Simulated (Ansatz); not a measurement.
GaO: zone-centre modes under pressure

GaO, P-6m2, a = 3.101 Å, c = 14.663 Å. The structure is a made-up candidate, not known to be the stable one. Ansatz: PBE, PAW, 420 eV, Γ-centred 12×12×2 mesh on 8 atoms, fixed occupations; no spin polarisation. Cell and atoms are relaxed at each pressure with the symmetry kept; optical modes at Γ by linear response, in cm⁻¹, matched by rank (the highest 3 distinct ones), without the LO field.

```tsv
P (GPa)	V (Å³/atom)	ω1	ω2	ω3
0	15.262	476.7	488.7	490.1
3	13.316	492.6	493.3	504.8
10	12.228	?	?	?
```

Q: Get each mode's Grüneisen parameter γ = −d ln ω/d ln V from the other rows and predict the missing frequencies.

A: ln(V/V0) = 0.0000, -0.1364, -0.2216; a line through ln(ω/ω0) of the 2 known rows gives ω1: γ = 0.240, predicted 502.8, computed 509.4; ω2: γ = 0.069, predicted 496.2, computed 524.3; ω3: γ = 0.217, predicted 514.2, computed 534.0. The worst miss is 5.4 %: γ isn't constant over this range, and modes matched by rank may have crossed.

Each cell of GaO holds layers, and where no dispersion correction was added their binding is poorly described. The mesh isn't the same in all rows (12×12×2, 12×12×4).

Cost: 3 runs of about 29 core-minutes in all, on Intel Xeon 6975P-C (Granite Rapids) (shared hosts).